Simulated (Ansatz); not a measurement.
Crystal: Fe.

```
CELL_PARAMETERS angstrom
0.00000 1.94174 1.96511
1.49844 0.00000 1.96511
1.49844 1.94174 0.00000
ATOMIC_POSITIONS crystal
Fe 0.00000 0.00000 0.00000
```

Base run:

- Program: Ansatz 0.2.0
- Functional: PBEsol
- Potentials or basis: all-electron LAPW, scalar-relativistic
- Cutoff: 316 eV (chosen from the basis error)
- Basis error allowed: 0.001 eV/atom
- k mesh: 13 × 13 × 13
- Occupations: gaussian, width 0.1 eV
- Spin: collinear spin, ferromagnetic start
- Starting moments: [3.0] μB

Its results: band gap on the k mesh none (metal or under the smearing width); pressure -10.6 GPa; net moment 2.17 μB per cell; site moments Fe +2.22 μB.

The run is repeated on the same cell with these changes: functional from PBEsol to LDA; occupations from gaussian, width 0.1 eV to gaussian, width 0.02 eV. What comes out?

Band gap on the k mesh none (metal or under the smearing width); pressure -18.8 GPa; net moment 2.14 μB per cell; site moments Fe +2.17 μB.

Caveats: so large a pressure means that the cell lies far from this level's equilibrium, or that cutoff or potentials fall short (some runs).
